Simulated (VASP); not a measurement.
Wanted: the native input for a VASP 6.6.1 run.

```yaml
Task: single point
Functional: PBEsol
Potentials_or_basis: VASP PAW PBE potentials, release 64 (Cd, F)
Cutoff: 520 eV
k_mesh: 8 × 8 × 8
Occupations: gaussian, width 0.02 eV
Spin: no spin polarisation
Dipole_correction: no
Further_INCAR_settings: ALGO = Normal; EDIFF = 1e-07; NBANDS = 20
```

The structure of CdF2 lies in POSCAR:

```
CdF2
1.0
    0.0000000000      2.6921171967      2.6921171967
    2.6921171967      0.0000000000      2.6921171967
    2.6921171967      2.6921171967      0.0000000000
Cd F
1 2
Direct
    0.0000000000      0.0000000000      0.0000000000
    0.2500000000      0.2500000000      0.2500000000
    0.7500000000      0.7500000000      0.7500000000
```

These files were run (other wordings do the same):

INCAR

```
PREC     = Accurate       # precision mode
ENCUT    = 520            # plane-wave cutoff, eV
EDIFF    = 1E-7           # SCF threshold, eV
ISMEAR   = 0              # smearing method
SIGMA    = 0.02           # smearing width, eV
LREAL    = F              # projectors in reciprocal space
LASPH    = T              # aspherical terms in the spheres
NELM     = 100            # most SCF steps
ALGO     = Normal         # electronic algorithm
ISIF     = 2              # what is computed and relaxed
LWAVE    = F              # write WAVECAR
LCHARG   = F              # write CHGCAR
GGA      = PS             # functional
NBANDS   = 20             # bands
```

KPOINTS

```
Automatic mesh
0
Gamma
  8 8 8
```

Potentials or basis: VASP PAW PBE potentials, release 64 (Cd, F).

Run with:

```sh
$ cat potpaw_PBE.64/Cd/POTCAR potpaw_PBE.64/F/POTCAR > POTCAR
$ mpirun -np 1 vasp_std > vasp.out
```

It gave:

| Property | Result |
| --- | --- |
| Pressure | 0.8 GPa |
| Band gap on the k mesh | 2.91 eV, indirect (least direct gap 3.40 eV) |

Caveat: the PAW data sets were made with another functional, which shifts forces and pressure a little.

It took 16 s on 1 thread of Intel(R) Xeon(R) Platinum 8488C (Sapphire Rapids) (shared host), peak memory 0.16 GiB.
